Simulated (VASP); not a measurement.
# Settings for SrCl₂: relaxation of the cell

SrCl₂, Fm-3m (no. 225), 3 atoms in the cell. PBE, spin-orbit coupling; PAW potentials Sr_sv, Cl (PBE set). VASP 6.6.1. The cell is changed on purpose: volume scaled by 1.06.

Wanted: cell volume within 0.05 %; lattice lengths within 0.03 %; shortest distances from each atom, periodic images included within 0.002 Å.

What the run is for: cell; Accuracy asked: tight.

The series start from Plane-wave cutoff (eV): 390; k-point mesh: 5 × 5 × 5; Relaxation passes: 2; Ionic threshold (EDIFFG): -0.005; Electronic threshold (eV): 1e-6; Precision mode (PREC): Accurate; Relaxation algorithm: IBRION=2 POTIM=0.5. Each series keeps the choices made before it, and each single choice may use up half of a tolerance. Times cover all steps of a run.

## Plane-wave cutoff (eV)

| Plane-wave cutoff (eV) | Cell volume (Å³) | Lattice lengths, largest deviation against the largest value | Shortest distances from each atom, periodic images included, largest deviation (Å) | Time (s) |
|---|---|---|---|---|
| 260 | 84.27 | 1.3 % | 0.0389 | 70 |
| 300 | 86.83 | 0.29 % | 0.0088 | 50 |
| 340 | 87.57 | 0.0038 % | 0.0001 | 54 |
| 390 | 87.43 | 0.056 % | 0.0017 | 86 |
| 460 | 87.37 | 0.08 % | 0.0024 | 91 |
| 550 | 87.54 | 0.013 % | 0.0004 | 141 |
| 690 (reference) | 87.58 | 0 % | 0.0000 | 248 |

## k-point mesh

| k-point mesh | Cell volume (Å³) | Lattice lengths, largest deviation against the largest value | Shortest distances from each atom, periodic images included, largest deviation (Å) | Time (s) |
|---|---|---|---|---|
| 3 × 3 × 3 | 87.59 | 0.0076 % | 0.0002 | 63 |
| 4 × 4 × 4 | 87.57 | 0.0016 % | 0.0001 | 122 |
| 5 × 5 × 5 | 87.58 | 0.0016 % | 0.0001 | 248 |
| 6 × 6 × 6 | 87.57 | 0 % | 0.0000 | 253 |
| 7 × 7 × 7 (reference) | 87.57 | 0 % | 0.0000 | 303 |

## Relaxation passes

| Relaxation passes | Cell volume (Å³) | Lattice lengths, largest deviation against the largest value | Shortest distances from each atom, periodic images included, largest deviation (Å) | Time (s) |
|---|---|---|---|---|
| 1 | 87.59 | 0 % | 0.0000 | 44 |
| 2 | 87.59 | 0 % | 0.0000 | 63 |
| 3 (reference) | 87.59 | 0 % | 0.0000 | 71 |

## Ionic threshold (EDIFFG)

| Ionic threshold (EDIFFG) | Cell volume (Å³) | Lattice lengths, largest deviation against the largest value | Shortest distances from each atom, periodic images included, largest deviation (Å) | Time (s) |
|---|---|---|---|---|
| -0.05 | 87.91 | 0.12 % | 0.0037 | 38 |
| -0.02 | 87.59 | 0 % | 0.0000 | 43 |
| -0.01 | 87.59 | 0 % | 0.0000 | 43 |
| -0.005 | 87.59 | 0 % | 0.0000 | 44 |
| -0.002 (reference) | 87.59 | 0 % | 0.0000 | 42 |

## Electronic threshold (eV)

| Electronic threshold (eV) | Cell volume (Å³) | Lattice lengths, largest deviation against the largest value | Shortest distances from each atom, periodic images included, largest deviation (Å) | Time (s) |
|---|---|---|---|---|
| 0.0001 | 87.18 | 0.15 % | 0.0046 | 42 |
| 1e-5 | 87.6 | 0.0046 % | 0.0001 | 42 |
| 1e-6 | 87.59 | 0.0042 % | 0.0001 | 43 |
| 1e-7 (reference) | 87.58 | 0 % | 0.0000 | 48 |

## Precision mode (PREC)

| Precision mode (PREC) | Cell volume (Å³) | Lattice lengths, largest deviation against the largest value | Shortest distances from each atom, periodic images included, largest deviation (Å) | Time (s) |
|---|---|---|---|---|
| Normal | 87.6 | 0.0002 % | 0.0000 | 13 |
| Accurate (reference) | 87.6 | 0 % | 0.0000 | 42 |

## Relaxation algorithm

| Relaxation algorithm | Cell volume (Å³) | Lattice lengths, largest deviation against the largest value | Shortest distances from each atom, periodic images included, largest deviation (Å) | Time (s) |
|---|---|---|---|---|
| IBRION=2 POTIM=0.5 | 87.6 | 0 % | 0.0000 | 13 |
| IBRION=2 POTIM=0.2 | 87.61 | 0.0062 % | 0.0002 | 14 |
| IBRION=1 POTIM=0.5 | 87.58 | 0.005 % | 0.0001 | 14 |
| IBRION=1 POTIM=0.2 | 87.63 | 0.011 % | 0.0003 | 13 |

## Question

The rows run from the loosest to the tightest (no order: relaxation algorithm). For each series: choose the loosest value from which every tighter one stays within half of the tolerance; where there is no order, keep the first row unless others stay within half of the tolerance and take at least 30 % less time, and then take the fastest.

## Answer

- Plane-wave cutoff (eV): 690, the tightest run, since the next looser one is off by more than half of the tolerance (convergence isn't shown beyond it)
- k-point mesh: 3 × 3 × 3
- Relaxation passes: 1
- Ionic threshold (EDIFFG): -0.02
- Electronic threshold (eV): 1e-5
- Precision mode (PREC): Normal
- Relaxation algorithm: IBRION=2 POTIM=0.5

## All choices together

| Input | Cell volume (Å³) | Lattice lengths, largest deviation against the largest value | Shortest distances from each atom, periodic images included, largest deviation (Å) | Time (s) |
|---|---|---|---|---|
| the program's defaults (naive) | 84.1 | 1.3 % | 0.0409 | 15 |
| chosen settings | 87.6 | 0.0098 % | 0.0003 | 13 |
| reference settings throughout | 87.57 | 0 % | 0.0000 | 373 |

The chosen settings stay within the tolerance of the reference run, but the reference itself isn't shown to be converged in: Plane-wave cutoff (eV).

Values of the reference run: Lattice lengths: 4.985, 4.985, 4.985 Å.

## The input

INCAR.step1:
```
  ALGO = Normal
  EDIFF = 1E-5
  EDIFFG = -0.02
  EFERMI = MIDGAP
  ENCUT = 690
  GGA = PE
  GGA_COMPAT = F
  IBRION = 2
  ISIF = 3
  ISMEAR = 0
  KPAR = 2
  LASPH = T
  LCHARG = F
  LORBIT = 11
  LREAL = F
  LSORBIT = T
  LWAVE = F
  MAGMOM = 0 0 0 0 0 0 0 0 0
  NELM = 200
  NELMIN = 4
  NSW = 80
  POTIM = 0.5
  PREC = Normal
  SIGMA = 0.03
```

INCAR.step2, as INCAR.step1 but for:
```
- EDIFFG = -0.02
- IBRION = 2
- ISIF = 3
- NELMIN = 4
- NSW = 80
- POTIM = 0.5
+ ISIF = 2
```

KPOINTS:
```
Automatic mesh
0
Gamma
  3 3 3
  0 0 0
```

POSCAR.step1:
```
SrCl2
1.0
    0.0000000000      3.5567663891      3.5567663891
    3.5567663891      0.0000000000      3.5567663891
    3.5567663891      3.5567663891      0.0000000000
Sr Cl
1 2
Direct
    0.0000000000      0.0000000000      0.0000000000
    0.7500000000      0.7500000000      0.7500000000
    0.2500000000      0.2500000000      0.2500000000
```

Commands (each step's output is kept before the next begins):
```
cat potpaw_PBE.64/Sr_sv/POTCAR potpaw_PBE.64/Cl/POTCAR > POTCAR
cp INCAR.step1 INCAR
cp POSCAR.step1 POSCAR
mpirun -np 8 vasp_ncl > vasp.out
cp CONTCAR POSCAR
cp INCAR.step2 INCAR
mpirun -np 8 vasp_ncl > vasp.out
```

The chosen input took VASP 6.6.1 13 s on 8 cores (Intel Xeon 6975P-C (Granite Rapids)), a shared host.
